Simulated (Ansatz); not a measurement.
# Si: the cost of one run

Program: Ansatz 0.2.0. Level of theory: DFT LDA, scalar-relativistic, plane waves, PAW. These are calculated values, not measurements.

## Step 1: Starting point

The structure is tetragonal, space group I4/mmm (No. 139). The conventional cell has a = 6.603 Å, b = 6.603 Å, c = 3.817 Å, α = 90.00°, β = 90.00°, γ = 90.00°. Around Si (site symmetry m2m) lie 4 Si at 2.33 to 2.36 Å.

Coordinates:

```cif
data_structure
_symmetry_space_group_name_H-M 'P 1'
_symmetry_Int_Tables_number 1
_cell_length_a 5.0437
_cell_length_b 5.0437
_cell_length_c 5.0437
_cell_angle_alpha 98.231
_cell_angle_beta 98.231
_cell_angle_gamma 135.535
_cell_volume 83.19
loop_
_atom_site_label
_atom_site_type_symbol
_atom_site_fract_x
_atom_site_fract_y
_atom_site_fract_z
_atom_site_occupancy
Si1 Si 0.17884 0.17884 0.35769 1
Si2 Si 0.82116 0.82116 0.64231 1
Si3 Si 0.17884 0.82116 0.00000 1
Si4 Si 0.82116 0.17884 0.00000 1
```

It goes back to an entry of the Materials Project, which need not be the stable form.

It is the result of an earlier relaxation at this level (volume 20.80 Å³/atom; gap on the mesh: 0.20 eV).

## Step 2: Zero of energy

Reference values: F = -2434.1372 eV; pressure 0.02 GPa; largest force 0.005 eV/Å; gap on the mesh 0.20 eV. It was computed beforehand with the settings of the runs below.

## Step 3: Setting up a one-atom displacement scan

Atom 1 (Si) is moved by x along the Cartesian unit vector (0.000, 0.000, 1.000); the cell and all other atoms stay fixed. Forces below are components along that vector, summed over the moved atoms. In a periodic cell its images move with it.

## Step 4: Point x = -0.600 Å

input.yaml

```yaml
crystal:
  lattice:
    - [-3.3012718576, 3.3012718576, 1.9083649477]
    - [3.3012718576, -3.3012718576, 1.9083649477]
    - [3.3012718576, 3.3012718576, -1.9083649477]
  atoms:
    - { symbol: Si, position: [0.021640694, 0.021640694, 0.3576866598] }
    - { symbol: Si, position: [0.8211566701, 0.8211566701, 0.6423133402] }
    - { symbol: Si, position: [0.1788433299, 0.8211566701, 0.0] }
    - { symbol: Si, position: [0.8211566701, 0.1788433299, 0.0] }
basis:
  ecutwfc: 420
kpoints:
  mp_grid: { grid: [10, 10, 10] }
hamiltonian:
  xc: lda
scf:
  occupations: { method: gaussian, width: 0.03 }
output:
  forces: true
  stress: true
  eigenvalues: true
```

Launch:

```sh
> ansatz run input.yaml --threads 1 --pin off --max-ram 2560MiB --backend cpu --events-out ev --progress --plain --runs-dir out
```

**Question.** How long does this run take on 1 thread of AMD EPYC (Zen 3), shared host, and how much memory does it need?

About 78 s, with a peak of 0.6 GiB.
